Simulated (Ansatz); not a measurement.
## Sb: energy change per atom and pressure against volume scale

Plane-wave DFT, scalar-relativistic PAW made under PBE with cores redone for the functional, no dispersion; the given relaxed cell is scaled uniformly, energy at zero smearing counts from the unscaled cell, pressure at the given Fermi-Dirac smearing is positive in compression. The results are calculated, by Ansatz 0.2.0.

The cell before it is scaled or strained (space group P6/mmm, No. 191):
```
Sb
1.0
      5.4652     0.0000     0.0000
     -2.7326     4.7330     0.0000
      0.0000     0.0000     3.2586
Sb
3
Direct
  0.00000 1.00000 0.00000
  0.33333 0.66667 0.50000
  0.66667 0.33333 0.50000
```

Settings of every row: spin polarised no; functional revPBE; wave cutoff 420 eV; smearing width 0.1 eV; k mesh 8x8x11.

Atom starting moment: 0 on all atoms.

Limits: the cell comes from a prototype or a list of computed structures and needn't be the stable phase.

| row | volume scale | V (Å³/atom) | energy change per atom (meV) | pressure (GPa) |
| --- | --- | --- | --- | --- |
| 1 | 0.88 | 24.725 | 82.21 | 9.26 |
| 2 | 0.92 | 25.849 | 31.91 | 5.35 |
| 3 | 0.96 | 26.973 | 6.2 | 2.26 |
| 4 | 1.04 | 29.22 | ? | ? |
| 5 | 1.08 | 30.344 | 30.95 | -3.72 |
| 6 | 1.12 | 31.468 | 62.37 | -4.96 |

Question: what energy change per atom and pressure should row 4 give?

Worked fit of energy change per atom. Take u = (V_r/V)^(2/3) − 1 with V_r = 26.973 Å³ an atom, which is twice the finite (Eulerian) strain; such expansions in the strain, on which the Birch-Murnaghan equation of state is built, carry the rest volume and the bulk modulus. The shown rows have u = 0.05973, 0.02878, 0, -0.07551, -0.09765. Least squares give energy change per atom = 6.255 + 566.71 × u + 11731.9 × u² meV; a straight line predicts inner rows, each left out in turn, worse (root mean square 31 against 0.68 meV). The rows lie off it by 0.25, -0.37, -0.05, 0.59, -0.42 (root mean square 0.38 meV). The withheld row has u = -0.05195, so the fit gives 6.255 + 566.71 × (-0.05195) + 11731.9 × (-0.05195)² = 8.48 meV.

The calculation gave 9.31 meV. The fit lies 0.83 meV (8.9 % of the value, 1.1 % of the column's range) below it; its largest miss of a shown row is 0.59 meV.

Worked fit of pressure. Take u = (V_r/V)^(2/3) − 1 with V_r = 26.973 Å³ an atom, which is twice the finite (Eulerian) strain; such expansions in the strain, on which the Birch-Murnaghan equation of state is built, carry the rest volume and the bulk modulus. The shown rows have u = 0.05973, 0.02878, 0, -0.07551, -0.09765. Least squares give pressure = 2.261 + 100.47 × u + 274.6 × u² GPa; a straight line predicts inner rows, each left out in turn, worse (root mean square 0.72 against 0.048 GPa). The rows lie off it by 0.02, -0.03, 0.00, 0.04, -0.03. The pressure vanishes at u = -0.0241, or V = 27.98 Å³ an atom, and there the bulk modulus at fixed shape and fractions is B = −V dP/dV = (2/3)(1 + u) dP/du = 56.8 GPa. Letting shape and atoms relax would as a rule lower it, by much in layered, chain or molecular crystals. The withheld row has u = -0.05195, so the fit gives 2.261 + 100.47 × (-0.05195) + 274.6 × (-0.05195)² = -2.22 GPa.

The calculation gave -2.16 GPa. The fit lies 0.06 GPa (2.8 % of the value, 0.42 % of the column's range) below it; its largest miss of a shown row is 0.04 GPa.
